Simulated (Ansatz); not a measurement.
## Calculated coordination and Ge-73 quadrupole coupling for Ge3N4

Cell: a COD entry, taken as it stands.

Space group Fd-3m:1 (No. 227); a = 8.3091 Å.

```csv
site,Wyckoff,site symmetry,x,y,z
Ge1,16d,.-3m,0.1250,0.1250,0.6250
Ge5,8a,-43m,0.5000,0.5000,0.0000
N,32e,.3m,0.8832,0.8832,0.3832
```

One atom of each set is listed; the run and its k-mesh use a cell of 14 atoms with edges of 5.88, 5.88, 5.88 Å.

All values are calculated (Ansatz; DFT, PBE, plane waves and PAW, scalar-relativistic, 420 eV cutoff, Γ-centred 6×6×6 k-points, Fermi–Dirac smearing 0.02 eV), not measured.

Q(Ge-73) = -196.0 mb.

(1) Rank these Ge sites by |C_Q|, smallest first.
A. Ge1: 6 N at 2.01 Å
B. Ge5: 4 N at 1.92 Å

Answers

(1) B (0 MHz, η = –), A (1.11 MHz, η = 0.00).

An axis of threefold or higher order runs through Ge1, so V_zz lies along it and η is zero. Ge5 sits on a cubic site, where every gradient vanishes.
